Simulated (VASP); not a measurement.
Write the native input for VASP 6.6.1 that does the following.

| Property | Result |
| --- | --- |
| Task | relaxation of cell and atoms |
| Functional | BLYP |
| Dispersion | D3 |
| Potentials or basis | VASP PAW PBE potentials, release 64 (Te, Cd) |
| Cutoff | 600 eV |
| k mesh | 7 × 7 × 7 |
| Occupations | fermi-dirac, width 0.05 eV |
| Spin | no spin polarisation |
| Further INCAR settings | ALGO = Fast; EDIFF = 1e-06; IBRION = 2; EDIFFG = -0.01; NSW = 60; ISIF = 3 |

The structure of CdTe lies in POSCAR:

```
CdTe
1.0
    0.0000000000      3.2050000000      3.2050000000
    3.2050000000      0.0000000000      3.2050000000
    3.2050000000      3.2050000000      0.0000000000
Te Cd
1 1
Direct
    0.7500000000      0.7500000000      0.7500000000
    0.0000000000      0.0000000000      0.0000000000
```

One way to write it, as run:

INCAR

```
PREC = Accurate
ENCUT = 600
EDIFF = 1E-6
ISMEAR = -1
SIGMA = 0.05
LREAL = F
LASPH = T
NELM = 80
ALGO = Fast
ISIF = 3
LWAVE = F
LCHARG = F
GGA = B5
ALDAX = 1.0
AGGAX = 1.0
AGGAC = 1.0
ALDAC = 0.0
IVDW = 11
VDW_S6 = 1.0
VDW_S8 = 1.682
VDW_SR = 1.094
VDW_SR8 = 1.0
IBRION = 2
NSW = 60
EDIFFG = -0.01
```

KPOINTS

```
Automatic mesh
0
Gamma
  7 7 7
```

Potentials or basis: VASP PAW PBE potentials, release 64 (Te, Cd).

Launch:

```sh
$ cat potpaw_PBE.64/Te/POTCAR potpaw_PBE.64/Cd/POTCAR > POTCAR
$ mpirun -np 1 vasp_std > vasp.out
```

Results of the run:

* Relaxed volume: 35.42 Å³/atom
* Relaxed cell: a = 4.645 Å, b = 4.645 Å, c = 4.645 Å, α = 60.00°, β = 60.00°, γ = 60.00°
* Space group after relaxing (to 0.05 Å): F-43m (No. 216)
* Energy gained by relaxing: 24.2 meV/atom
* Ionic steps: 3
* Pressure after relaxing: 0.0 GPa
* Band gap on the k mesh: 0.58 eV, direct
* Dispersion energy per atom: -0.491 eV

Caveat: the PAW data sets were made with another functional, which shifts forces and pressure a little; spin-orbit coupling is left out, which moves the levels of the heavy elements.

Run time: 100 s on 1 thread of Intel(R) Xeon(R) Platinum 8488C (Sapphire Rapids), on a shared host, peak memory 0.22 GiB.
